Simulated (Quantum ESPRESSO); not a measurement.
# HfN (P1) in Quantum ESPRESSO: single point with BEEF-vdW

Aim: the single point of HfN with BEEF-vdW.

All numbers are computed with Quantum ESPRESSO 7.5; they aren't measurements. Logs are shortened: lines on timing, memory, paths and dates and some standing lists are left out, and cuts for length are marked.

## Step 1: The structure

The typed cell holds 4 atoms: a = 3.630 Å, b = 2.945 Å, c = 4.545 Å, α = 106.23°, β = 96.76°, γ = 81.73°.

## Step 2: Single point, BEEF-vdW

File pw.in:

```
&CONTROL
  calculation = 'scf'
  prefix = 'pwscf'
  outdir = './tmp'
  pseudo_dir = './pseudo'
  tprnfor = .true.
  tstress = .true.
  disk_io = 'nowf'
/
&SYSTEM
  ibrav = 0
  nat = 4
  ntyp = 2
  ecutwfc = 45
  ecutrho = 360
  nbnd = 25
  input_dft = 'beef-vdw'
  occupations = 'tetrahedra_opt'
/
&ELECTRONS
  conv_thr = 8d-10
  electron_maxstep = 120
  mixing_beta = 0.5
/
ATOMIC_SPECIES
Hf   178.4900 hf_pbe_v1.uspp.F.UPF
N     14.0070 n_pbe_v1.2.uspp.F.UPF
CELL_PARAMETERS angstrom
  -0.1878706100   -2.4008338900   -2.7167848400
  -0.4279123300    1.8962268300   -2.2121777800
   4.4964365600   -0.2400417200    0.6157829500
ATOMIC_POSITIONS crystal
Hf     0.4958797100    0.5002090500    0.5072298200
Hf     0.0002829200    0.9974712500    0.9901275900
N      0.5002245600    0.5069259700    0.0032767200
N      0.0036128200    0.9953937300    0.4993658600
K_POINTS automatic
8 9 6 0 0 0
```

Potentials or basis: GBRV 1.5 PBE.

Launch:

```sh
> OMP_NUM_THREADS=1 pw.x -in pw.in > pw.out
```

pw.out:

```text
This program is part of the open-source Quantum ESPRESSO suite
     for quantum simulation of materials; please cite
         "P. Giannozzi et al., J. Phys.:Condens. Matter 21 395502 (2009);
         "P. Giannozzi et al., J. Phys.:Condens. Matter 29 465901 (2017);
         "P. Giannozzi et al., J. Chem. Phys. 152 154105 (2020);
     in publications or presentations arising from this work. More details at

     Message from routine iosys:
     BEWARE:  force calculation with tetrahedra (not recommanded)
     Message from routine iosys:
     BEWARE: stress calculation with tetrahedra (not recommanded)

     **************************************************************************
     Initializing libbeef V0.1.2 with the BEEF-vdW functional.
     Citation: Wellendorff et al., PRB 85, 235149 (2012).
     **************************************************************************

     IMPORTANT: XC functional enforced from input :
     Exchange-correlation= BEEF-VDW
                           (   1   4  43  14   2   0   0)
     Any further DFT definition will be discarded
     Please, verify this is what you really want

     [opt_tetra]  Optimized tetrahedron method is used.

     G-vector sticks info
     --------------------
     sticks:   dense  smooth     PW     G-vecs:    dense   smooth      PW
     Sum        1079     539    171                35839    12653    2253

     Using Slab Decomposition

     bravais-lattice index     =            0
     lattice parameter (alat)  =       6.8606  a.u.
     unit-cell volume          =     310.5154 (a.u.)^3
     number of atoms/cell      =            4
     number of atomic types    =            2
     number of electrons       =        34.00
     number of Kohn-Sham states=           25
     kinetic-energy cutoff     =      45.0000  Ry
     charge density cutoff     =     360.0000  Ry
     scf convergence threshold =      8.0E-10
     mixing beta               =       0.5000
     number of iterations used =            8  plain     mixing
     Exchange-correlation= BEEF-VDW
                           (   1   4  43  14   2   0   0)

     celldm(1)=   6.860570  celldm(2)=   0.000000  celldm(3)=   0.000000
     celldm(4)=   0.000000  celldm(5)=   0.000000  celldm(6)=   0.000000

     crystal axes: (cart. coord. in units of alat)
               a(1) = (  -0.051748  -0.661303  -0.748331 )
               a(2) = (  -0.117867   0.522311  -0.609339 )
               a(3) = (   1.238532  -0.066119   0.169616 )

     reciprocal axes: (cart. coord. in units 2 pi/alat)
               b(1) = (  0.050231 -0.764018 -0.664614 )
               b(2) = (  0.168098  0.954698 -0.855295 )
               b(3) = (  0.825504  0.058933 -0.109165 )
[... 41 lines left out ...]
         4        N      tau(   4) = (   0.5009691   0.4844982  -0.5245351  )

     number of k points=   218 (tetrahedron method)

     Number of k-points >= 100: set verbosity='high' to print them.

     Dense  grid:    35839 G-vectors     FFT dimensions: (  45,  36,  54)

     Smooth grid:    12653 G-vectors     FFT dimensions: (  30,  24,  40)

     Initial potential from superposition of free atoms

     starting charge      30.0000, renormalised to      34.0000

     negative rho (up, down):  2.434E-01 0.000E+00

     %%%%%%%%%%%%%%%%%%%%%%%%%%%%%%%%%%%%%%%%%%%%%%%%%%%%%%%%%%%%%%%%%%%%%%%%
     %                                                                      %
     % You are using vdW-DF, which was implemented by the Thonhauser group. %
     % Please cite the following two papers that made this development      %
     % possible and the two reviews that describe the various versions:     %
     %                                                                      %
     %   T. Thonhauser et al., PRL 115, 136402 (2015).                      %
     %   T. Thonhauser et al., PRB 76, 125112 (2007).                       %
     %   K. Berland et al., Rep. Prog. Phys. 78, 066501 (2015).             %
     %   D.C. Langreth et al., J. Phys.: Condens. Matter 21, 084203 (2009). %
     %                                                                      %
     % If you are calculating stress with vdW-DF, please also cite:         %
     %                                                                      %
     %   R. Sabatini et al., J. Phys.: Condens. Matter 24, 424209 (2012).   %
     %                                                                      %
     %%%%%%%%%%%%%%%%%%%%%%%%%%%%%%%%%%%%%%%%%%%%%%%%%%%%%%%%%%%%%%%%%%%%%%%%

     %%%%%%%%%%%%%%%%%%%%%%%%%%%%%%%%%%%%%%%%%%%%%%%%%%%%%%%%%%%%%%%%%%%%%%%%
     %                                                                      %
     %  vdW-DF NEWS:                                                        %
     %                                                                      %
     %  * vdW-DF3 is now available. DOI: 10.1021/acs.jctc.0c00471           %
     %    use with input_dft = 'vdW-DF3-opt1' or 'vdW-DF3-opt2'             %
     %                                                                      %
     %  * Unscreened and range-separated hybrid vdW-DF-cx functionals       %
     %    DOI: 10.1063/1.4986522 and 10.1088/1361-648X/ac2ad2               %
     %    use with input_dft = 'vdW-DF-cx0'    and 'vdW-DF-ahcx'            %
     %  * Unscreened and range-separated hybrid vdW-DF2-b86r functionals    %
     %    DOI: 10.1063/1.4986522 and DOI: 10.1103/PhysRevX.12.041003        %
     %    use with input_dft = 'vdW-DF2-br0' and 'vdW-DF2-ahbr'             %
     %                                                                      %
     %%%%%%%%%%%%%%%%%%%%%%%%%%%%%%%%%%%%%%%%%%%%%%%%%%%%%%%%%%%%%%%%%%%%%%%%

     Starting wfcs are   34 randomized atomic wfcs

     Self-consistent Calculation

     iteration #  1     ecut=    45.00 Ry     beta= 0.50
     Davidson diagonalization with overlap
     ethr =  1.00E-02,  avg # of iterations =  2.0

     negative rho (up, down):  2.270E-01 0.000E+00
[... 94 lines left out ...]
     iteration # 12     ecut=    45.00 Ry     beta= 0.50
     Davidson diagonalization with overlap
     ethr =  3.77E-12,  avg # of iterations =  1.6

     negative rho (up, down):  2.322E-01 0.000E+00

     End of self-consistent calculation

     Number of k-points >= 100: set verbosity='high' to print the bands.

     the Fermi energy is    18.1768 ev

!    total energy              =    -362.19762393 Ry
     estimated scf accuracy    <          2.0E-10 Ry

     The total energy is the sum of the following terms:
     one-electron contribution =     -10.24148315 Ry
     hartree contribution      =      26.87626515 Ry
     xc contribution           =    -166.53958923 Ry
     ewald contribution        =    -212.29281671 Ry

     convergence has been achieved in  12 iterations

     negative rho (up, down):  2.322E-01 0.000E+00

     Forces acting on atoms (cartesian axes, Ry/au):

     atom    1 type  1   force =    -0.03053773   -0.02411757    0.00563897
     atom    2 type  1   force =     0.03732557    0.01664477   -0.00659201
     atom    3 type  2   force =    -0.00307893   -0.00423646   -0.00046874
     atom    4 type  2   force =    -0.00370891    0.01170926    0.00142177

     Total force =     0.058654     Total SCF correction =     0.000035

     Computing stress (Cartesian axis) and pressure

     negative rho (up, down):  2.322E-01 0.000E+00
          total   stress  (Ry/bohr**3)                   (kbar)     P=      118.04
   0.00050321   0.00078920  -0.00135439           74.02      116.10     -199.24
   0.00078920   0.00188582  -0.00112184          116.10      277.41     -165.03
  -0.00135439  -0.00112184   0.00001827         -199.24     -165.03        2.69

=------------------------------------------------------------------------------=
   JOB DONE.
=------------------------------------------------------------------------------=
```

Run time: 4.1 min. Hardware: 1 thread of Intel Xeon Platinum 8175M at 2.50GHz (Skylake/Cascade Lake), shared host; peak memory 0.42 GiB.

What came out:

```yaml
Free_energy: -4927.9497 eV
Pressure: 11.8 GPa
Largest_force: 1.064 eV/Å
Band_gap_on_the_k_mesh: none (metal or under the smearing width)
```

Forces on the atoms (eV/Å):
```
Hf  -0.785 -0.620  0.145
Hf   0.960  0.428 -0.169
N   -0.079 -0.109 -0.012
N   -0.095  0.301  0.037
```

Caveat: the potentials were made for another functional, which shifts forces and pressure. Spin-orbit coupling is left out, which matters for the levels of Hf.
